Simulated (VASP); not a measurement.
# AgCl (Fm-3m) in VASP: further runs

The runs below take AgCl through relaxation of cell and atoms, with r2SCAN, r2SCAN+rVV10.

All numbers are computed with VASP 6.6.1; they aren't measurements. Logs are shortened: lines on timing, memory, paths and dates and some standing lists are left out, and cuts for length are marked.

## 1. Starting point

It takes space group Fm-3m (No. 225, cubic). Conventional cell: a = 5.545 Å, b = 5.545 Å, c = 5.545 Å, α = 90.00°, β = 90.00°, γ = 90.00°. Ag (site symmetry m-3m) is surrounded by 6 Cl at 2.77 Å. Cl (site symmetry m-3m) has 6 Ag at 2.77 Å as nearest neighbours.

The cell is a database's computed one.

## 2. Relaxation of cell and atoms, r2SCAN

Contents of INCAR:

```
SYSTEM = AgCl
PREC = Accurate
ENCUT = 600
EDIFF = 1E-7
ISMEAR = 0
SIGMA = 0.02
LREAL = .FALSE.
LASPH = .TRUE.
NELM = 60
ALGO = Normal
ISIF = 3
LWAVE = .FALSE.
LCHARG = .FALSE.
METAGGA = R2SCAN
LMIXTAU = .TRUE.
IBRION = 2
NSW = 90
EDIFFG = -0.005
```

Contents of KPOINTS:

```
regular mesh
0
G
  8 8 8
  0 0 0
```

Contents of POSCAR:

```
AgCl
1.0
    0.0000000000      2.7726630000      2.7726630000
    2.7726630000      0.0000000000      2.7726630000
    2.7726630000      2.7726630000      0.0000000000
Ag Cl
1 1
Direct
    0.0000000000      0.0000000000      0.0000000000
    0.5000000000      0.5000000000      0.5000000000
```

Potentials or basis: VASP PAW PBE potentials, release 64 (Ag, Cl).

Command:

```sh
cat potpaw_PBE.64/Ag/POTCAR potpaw_PBE.64/Cl/POTCAR > POTCAR
mpirun -np 1 vasp_std > vasp.out
```

OUTCAR:

```text
SYSTEM = AgCl
   PREC = Accurate
   ENCUT = 600
   EDIFF = 1E-7
   ISMEAR = 0
   LREAL = .FALSE.
   LASPH = .TRUE.
   NELM = 60
   ISIF = 3
   METAGGA = R2SCAN
   IBRION = 2
   NSW = 90
   EDIFFG = -0.005

 ion  position               nearest neighbor table
   1  0.000  0.000  0.000-   2 2.77   2 2.77   2 2.77   2 2.77   2 2.77   2 2.77
   2  0.500  0.500  0.500-   1 2.77   1 2.77   1 2.77   1 2.77   1 2.77   1 2.77

  LATTYP: Found a face centered cubic cell.
 ALAT       =     5.5453260000

  Lattice vectors:

 A1 = (   0.0000000000,   2.7726630000,   2.7726630000)
 A2 = (   2.7726630000,   0.0000000000,   2.7726630000)
 A3 = (   2.7726630000,   2.7726630000,   0.0000000000)

Analysis of symmetry for initial positions (statically):
=====================================================================
 Subroutine PRICEL returns:
 Original cell was already a primitive cell.

 Routine SETGRP: Setting up the symmetry group for a
 face centered cubic supercell.

 Subroutine GETGRP returns: Found 48 space group operations
 (whereof 48 operations were pure point group operations)
 out of a pool of 48 trial point group operations.

The static configuration has the point symmetry O_h .

Analysis of symmetry for dynamics (positions and initial velocities):
=====================================================================
 Subroutine PRICEL returns:
 Original cell was already a primitive cell.

 Routine SETGRP: Setting up the symmetry group for a
 face centered cubic supercell.

 Subroutine GETGRP returns: Found 48 space group operations
 (whereof 48 operations were pure point group operations)
 out of a pool of 48 trial point group operations.

The dynamic configuration has the point symmetry O_h .

 Subroutine INISYM returns: Found 48 space group operations
 (whereof 48 operations are pure point group operations),
 and found     1 'primitive' translations

----------------------------------------------------------------------------------------

                                     Primitive cell

  volume of cell :      42.6306

  direct lattice vectors                    reciprocal lattice vectors
     0.000000000  2.772663000  2.772663000    -0.180332049  0.180332049  0.180332049
     2.772663000  0.000000000  2.772663000     0.180332049 -0.180332049  0.180332049
     2.772663000  2.772663000  0.000000000     0.180332049  0.180332049 -0.180332049

  length of vectors
     3.921137618  3.921137618  3.921137618     0.312344271  0.312344271  0.312344271

[... 144 lines left out ...]
  energy-cutoff  :      600.00
  volume of cell :       42.63
      direct lattice vectors                 reciprocal lattice vectors
     0.000000000  2.772663000  2.772663000    -0.180332049  0.180332049  0.180332049
     2.772663000  0.000000000  2.772663000     0.180332049 -0.180332049  0.180332049
     2.772663000  2.772663000  0.000000000     0.180332049  0.180332049 -0.180332049

 POSITION                                       TOTAL-FORCE (eV/Angst)
 -----------------------------------------------------------------------------------
      0.00000      0.00000      0.00000         0.000000      0.000000      0.000000
      2.77266      2.77266      2.77266        -0.000000     -0.000000     -0.000000
 -----------------------------------------------------------------------------------
    total drift:                                0.000000     -0.000000     -0.000000

  FREE ENERGIE OF THE ION-ELECTRON SYSTEM (eV)
  ---------------------------------------------------
  free  energy   TOTEN  =       -28.6439507822 eV

  energy  without entropy=      -28.6439507822  energy(sigma->0) =      -28.64395078

--------------------------------------- Ionic step        2  -------------------------------------------

 number of electron      18.0000002 magnetization

 Free energy of the ion-electron system (eV)
  ---------------------------------------------------
  ext. energy  EPLUGINS =         0.00000000
  ---------------------------------------------------
  free energy    TOTEN  =       -28.64395592 eV

  energy without entropy =      -28.64395592  energy(sigma->0) =      -28.64395592

 E-fermi :   3.6894     XC(G=0): -10.5147

 val. band max:        3.5525914002   @ k =   0.5000   0.0000   0.0000
 cond. band min:       4.9761339067   @ k =   0.0000   0.0000   0.0000
 fundamental gap:      1.4235425066
 Fermi energy:         3.6893610533

 k-point     1 :       0.0000    0.0000    0.0000
  band No.  band energies     occupation
      1     -12.2686      2.00000
      2       1.1024      2.00000
      3       1.1024      2.00000
      4       1.1024      2.00000
      5       1.1153      2.00000
      6       1.1153      2.00000
      7       1.1153      2.00000
      8       1.1665      2.00000
      9       1.1665      2.00000
     10       4.9761      0.00000
     11      14.8903      0.00000
     12      14.8903      0.00000
     13      14.8903      0.00000
[... 354 lines left out ...]
  band No.  band energies     occupation
      1     -11.8061      2.00000
      2      -1.3773      2.00000
      3      -0.6542      2.00000
      4      -0.6097      2.00000
      5       1.4146      2.00000
      6       1.4797      2.00000
      7       1.7311      2.00000
      8       2.5771      2.00000
      9       3.0775      2.00000
     10       9.0941      0.00000
     11       9.7152      0.00000
     12      12.1806      0.00000
     13      12.7315      0.00000

 [... further k-points ...]
[... 5 lines left out ...]
  --------------------------------------------------------------------------------------
  -------------------------------------------------------------------------------------
  Total       -0.0010808     -0.0010808     -0.0010808      0.0000000     -0.0000000     -0.0000000
  in kB       -0.0406511     -0.0406511     -0.0406511      0.0000000     -0.0000000     -0.0000000
  external PRESSURE =      -0.0406511 kB  Pullay stress =       0.0000000 kB

 VOLUME and BASIS-vectors are now :
 -----------------------------------------------------------------------------
  energy-cutoff  :      600.00
  volume of cell :       42.60
      direct lattice vectors                 reciprocal lattice vectors
     0.000000000  2.771984719  2.771984719    -0.180376175  0.180376175  0.180376175
     2.771984719  0.000000000  2.771984719     0.180376175 -0.180376175  0.180376175
     2.771984719  2.771984719  0.000000000     0.180376175  0.180376175 -0.180376175

 POSITION                                       TOTAL-FORCE (eV/Angst)
 -----------------------------------------------------------------------------------
      0.00000      0.00000      0.00000         0.000000     -0.000000      0.000000
      2.77198      2.77198      2.77198        -0.000000      0.000000     -0.000000
 -----------------------------------------------------------------------------------
    total drift:                                0.000000     -0.000000     -0.000000

  FREE ENERGIE OF THE ION-ELECTRON SYSTEM (eV)
  ---------------------------------------------------
  free  energy   TOTEN  =       -28.6439559163 eV

  energy  without entropy=      -28.6439559163  energy(sigma->0) =      -28.64395592

 reached required accuracy - stopping structural energy minimisation
```

Run time: 86 s. Hardware: 1 thread of Intel Xeon Platinum 8488C (Sapphire Rapids), shared host; peak memory 0.21 GiB.

Results:

```
Free energy                            : -28.6440 eV
Relaxed volume                         : 21.30 Å³/atom
Relaxed cell                           : a = 3.920 Å, b = 3.920 Å, c = 3.920 Å, α = 60.00°, β = 60.00°, γ = 60.00°
Space group after relaxing (to 0.05 Å) : Fm-3m (No. 225)
Energy gained by relaxing              : 0.0 meV/atom
Ionic steps                            : 2
Pressure after relaxing                : 0.0 GPa
Band gap on the k mesh                 : 1.42 eV, indirect (least direct gap 3.71 eV)
```

Final structure:
```xyz
2
Lattice="0.0000 2.7720 2.7720 2.7720 0.0000 2.7720 2.7720 2.7720 0.0000" Properties=species:S:1:pos:R:3 pbc="T T T"
Ag    0.0000    0.0000    0.0000
Cl    2.7720    2.7720    2.7720
```

Caveat: the PAW data sets were made with another functional, which shifts forces and pressure a little. A k mesh can miss the band edges.

## 3. Relaxation of cell and atoms, r2SCAN+rVV10

INCAR: that of step 2 with these lines changed.

```diff
@@ -15,2 +15,6 @@
 LMIXTAU = .TRUE.
+LUSE_VDW = .TRUE.
+IVDW_NL = 2
+BPARAM = 11.95
+CPARAM = 0.0093
 IBRION = 2
```

KPOINTS is that of step 2.

POSCAR is that of step 2.

Potentials or basis: VASP PAW PBE potentials, release 64 (Ag, Cl).

Command:

```sh
cat potpaw_PBE.64/Ag/POTCAR potpaw_PBE.64/Cl/POTCAR > POTCAR
mpirun -np 1 vasp_std > vasp.out
```

Run time: 3.3 min. Hardware: 1 thread of Intel Xeon Platinum 8488C (Sapphire Rapids), shared host; peak memory 0.34 GiB.

It converged, with:

- Free energy: -28.0953 eV
- Relaxed volume: 20.82 Å³/atom
- Relaxed cell: a = 3.890 Å, b = 3.890 Å, c = 3.890 Å, α = 60.00°, β = 60.00°, γ = 60.00°
- Space group after relaxing (to 0.05 Å): Fm-3m (No. 225)
- Energy gained by relaxing: 1.9 meV/atom
- Ionic steps: 2
- Pressure after relaxing: 0.0 GPa
- Band gap on the k mesh: 1.37 eV, indirect (least direct gap 3.74 eV)

The path:
```tsv
step	energy change (eV)	largest force (eV/Å)	pressure (GPa)	volume (Å³)
1	0.0000	0.0000	-1.22	42.63
2	-0.0039	0.0000	0.02	41.64
```

Final structure:
```
Ag Cl
1.0
     0.00000    2.75091    2.75091
     2.75091    0.00000    2.75091
     2.75091    2.75091    0.00000
Ag Cl
1 1
Direct
  0.00000 0.00000 0.00000
  0.50000 0.50000 0.50000
```

Levels at points of the mesh, in eV from the valence-band top:
| k point | band 5 | band 6 | band 7 | band 8 | band 9 | band 10 | band 11 | band 12 | band 13 |
| --- | --- | --- | --- | --- | --- | --- | --- | --- | --- |
| (0.00, 0.00, 0.00) | -2.54 | -2.54 | -2.54 | -2.48 | -2.48 | 1.37 | 11.28 | 11.28 | 11.28 |
| (0.50, 0.00, 0.00) | -2.15 | -2.15 | -1.82 | 0.00 | 0.00 | 4.56 | 7.28 | 8.18 | 8.18 |
| (0.50, 0.50, 0.00) | -2.89 | -2.29 | -2.03 | -2.03 | -1.90 | 2.86 | 8.24 | 9.26 | 12.43 |

Caveat: the PAW data sets were made with another functional, which shifts forces and pressure a little.
